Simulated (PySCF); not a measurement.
**benzaldehyde: calculation and literature**

Geometry (Å), atoms numbered from 1 in this order:
```xyz
14

O     2.877   -1.438   -0.093
C     2.333   -0.370   -0.217
C     0.880   -0.141   -0.060
C     0.352    1.144   -0.217
C    -1.015    1.361   -0.067
C    -1.855    0.290    0.240
C    -1.332   -0.997    0.398
C     0.032   -1.213    0.249
H     2.921    0.550   -0.470
H     1.022    1.975   -0.459
H    -1.429    2.364   -0.190
H    -2.929    0.459    0.358
H    -1.996   -1.830    0.639
H     0.475   -2.205    0.366
```

One computed conformer, one averaged value for each set of equivalent atoms, isolated molecule, non-relativistic Hamiltonian. Structure optimised with PBE0-D3(BJ)/def2-SVP; couplings computed with B3LYP/pcJ-1 (without the spin–dipole term); shielding tensors at HF/pcSseg-1 (GIAO); PySCF 2.14.0 with density-fitted response routines.

Reference values: measured (solution, C6D6, 298 K; Fulmer et al., Organometallics 2010, 29, 2176).
```tsv
atoms	quantity	reference	computed	computed, scaled
C2	δ $^{13}$C	191.4	193.5	181.7
C3	δ $^{13}$C	137.1	140.2	132.4
C6	δ $^{13}$C	133.9	143.8	135.7
C4/C8	δ $^{13}$C	129.7	140.3	132.5
C5/C7	δ $^{13}$C	128.9	134.0	126.7
```

Reference values: measured (solution, CD2Cl2, 298 K; Fulmer et al., Organometallics 2010, 29, 2176).
| atoms | quantity | reference | computed | computed, scaled |
| --- | --- | --- | --- | --- |
| C2 | δ $^{13}$C | 192.6 | 193.5 | 181.7 |
| C3 | δ $^{13}$C | 137.0 | 140.2 | 132.4 |
| C6 | δ $^{13}$C | 134.8 | 143.8 | 135.7 |
| C4/C8 | δ $^{13}$C | 130.0 | 140.3 | 132.5 |
| C5/C7 | δ $^{13}$C | 129.4 | 134.0 | 126.7 |
| H9 | δ $^{1}$H | 10.01 | 9.49 | – |
| H10/H14 | δ $^{1}$H | 7.88 | 8.35 | – |
| H12 | δ $^{1}$H | 7.65 | 7.84 | – |
| H11/H13 | δ $^{1}$H | 7.55 | 7.66 | – |

Reference values: estimated from measurements, as parent shift plus tabulated substituent increment (solution, not stated per compound (mostly CDCl3 or CCl4); Pretsch, Buehlmann, Badertscher, Structure Determination of Organic Compounds, 4th ed. (2009)).
```
  atoms    quantity  reference  computed  computed, scaled
     C6  δ $^{13}$C      134.3     143.8             135.7
  C4/C8  δ $^{13}$C      129.7     140.3             132.5
  C5/C7  δ $^{13}$C      129.0     134.0             126.7
H10/H14   δ $^{1}$H       7.88      8.35                 –
    H12   δ $^{1}$H       7.63      7.84                 –
H11/H13   δ $^{1}$H       7.53      7.66                 –
```

Reference values: measured (solution, acetone-d6, 298 K; Fulmer et al., Organometallics 2010, 29, 2176).
```csv
atoms,quantity,reference,computed,"computed, scaled"
C2,δ $^{13}$C,192.9,193.5,181.7
C3,δ $^{13}$C,137.7,140.2,132.4
C6,δ $^{13}$C,135.1,143.8,135.7
C4/C8,δ $^{13}$C,130.2,140.3,132.5
C5/C7,δ $^{13}$C,129.9,134.0,126.7
H9,δ $^{1}$H,10.05,9.49,–
H10/H14,δ $^{1}$H,7.93,8.35,–
H12,δ $^{1}$H,7.71,7.84,–
H11/H13,δ $^{1}$H,7.61,7.66,–
```

Reference values: estimated from measurements, as parent shift plus tabulated substituent increment (solution, CCl4; Levy, Lichter, Nelson pp. 111-112; Breitmaier, Voelter pp. 256-258, as tabulated by Wired Chemist).
| atoms | quantity | reference | computed | computed, scaled |
| --- | --- | --- | --- | --- |
| C3 | δ $^{13}$C | 137.5 | 140.2 | 132.4 |
| C6 | δ $^{13}$C | 134.5 | 143.8 | 135.7 |
| C4/C8 | δ $^{13}$C | 129.7 | 140.3 | 132.5 |
| C5/C7 | δ $^{13}$C | 129.7 | 134.0 | 126.7 |

Reference values: measured (solution, TFE-d3, 298 K; Fulmer et al., Organometallics 2010, 29, 2176).
| atoms | quantity | reference | computed | computed, scaled |
| --- | --- | --- | --- | --- |
| C2 | δ $^{13}$C | 197.6 | 193.5 | 181.7 |
| C3 | δ $^{13}$C | 137.8 | 140.2 | 132.4 |
| C6 | δ $^{13}$C | 137.2 | 143.8 | 135.7 |
| C4/C8 | δ $^{13}$C | 131.8 | 140.3 | 132.5 |
| C5/C7 | δ $^{13}$C | 130.8 | 134.0 | 126.7 |
| H9 | δ $^{1}$H | 9.88 | 9.49 | – |
| H10/H14 | δ $^{1}$H | 7.91 | 8.35 | – |
| H12 | δ $^{1}$H | 7.70 | 7.84 | – |
| H11/H13 | δ $^{1}$H | 7.58 | 7.66 | – |

Computed shifts are σ(ref) − σ with the named reference compound (TMS for H and C) calculated as an isolated molecule at the same level. The measured values may be among those fitted. Shieldings were converted by linear fits to measured shifts (mostly CDCl3, TMS scale, for H and C): $^{13}$C: δ = 179.24 − 0.925σ (rms 2.1 ppm, 47 shifts, 3.7 ppm with the 4 outliers that the fit left out). A few per cent of atoms miss by over 2 rms, more outside the fitted compound classes.

Coupling constants in Hz (some tables give magnitudes without signs):
| coupling | reference | computed | source |
| --- | --- | --- | --- |
| $^{3}J$(H10,H11) | 7.7 | 8.6 | measured; solution (compiled); Pretsch, Buehlmann, Badertscher, Structure Determination of Organic Compounds, 4th ed., Springer 2009 |
| $^{4}J$(H10,H12) | 1.3 | 1.0 | measured; solution (compiled); Pretsch, Buehlmann, Badertscher, Structure Determination of Organic Compounds, 4th ed., Springer 2009 |
| $^{5}J$(H10,H13) | 0.6 | 0.6 | measured; solution (compiled); Pretsch, Buehlmann, Badertscher, Structure Determination of Organic Compounds, 4th ed., Springer 2009 |
| $^{4}J$(H10,H14) | 1.8 | 1.4 | measured; solution (compiled); Pretsch, Buehlmann, Badertscher, Structure Determination of Organic Compounds, 4th ed., Springer 2009 |
| $^{3}J$(H11,H12) | 7.5 | 8.2 | measured; solution (compiled); Pretsch, Buehlmann, Badertscher, Structure Determination of Organic Compounds, 4th ed., Springer 2009 |
| $^{4}J$(H11,H13) | 1.3 | 0.9 | measured; solution (compiled); Pretsch, Buehlmann, Badertscher, Structure Determination of Organic Compounds, 4th ed., Springer 2009 |
| $^{1}J$(C2,H9) | 173.7 | 176.4 | measured; liquid or solution (compiled); San Fabian, Garcia de la Vega, Suardiaz et al., Magn. Reson. Chem. 2013, 51, 775 (SI) |
| $^{1}J$(C6,H12) | 160.4 | 167.4 | measured; liquid or solution (compiled); San Fabian, Garcia de la Vega, Suardiaz et al., Magn. Reson. Chem. 2013, 51, 775 (SI) |
| $^{1}J$(C4,H10) | 160.9 | 169.3 | measured; liquid or solution (compiled); San Fabian, Garcia de la Vega, Suardiaz et al., Magn. Reson. Chem. 2013, 51, 775 (SI) |
| $^{1}J$(C5,H11) | 161.9 | 169.0 | measured; liquid or solution (compiled); San Fabian, Garcia de la Vega, Suardiaz et al., Magn. Reson. Chem. 2013, 51, 775 (SI) |

**Question.** How far are the unscaled $^{13}$C shifts from the references?

**Answer.** Mean signed difference +5.68 ppm, mean absolute 5.99 ppm over 27 comparisons; the largest is +10.6 ppm at C4/C8 (aromatic CH).

**Question.** How far are the unscaled $^{1}$H shifts from the references?

**Answer.** Mean signed difference +0.09 ppm, mean absolute 0.29 ppm over 15 comparisons; the largest is -0.56 ppm at H9 (hydrogen on an aldehyde carbonyl carbon).

**Question.** Among the solvents listed, which proton depends most on the solvent?

**Answer.** H9: from 9.88 ppm in TFE-d3 to 10.05 ppm in acetone-d6. The gas-phase calculation gives a single value and can't show this spread.

52 of the 150 published NMR values on file for this molecule are compared. The rest: values from further sources, protons in aromatic solvents, values whose atom or origin is in doubt.

Unscaled 3J(H,H) at this level run about 10 % above measured values.
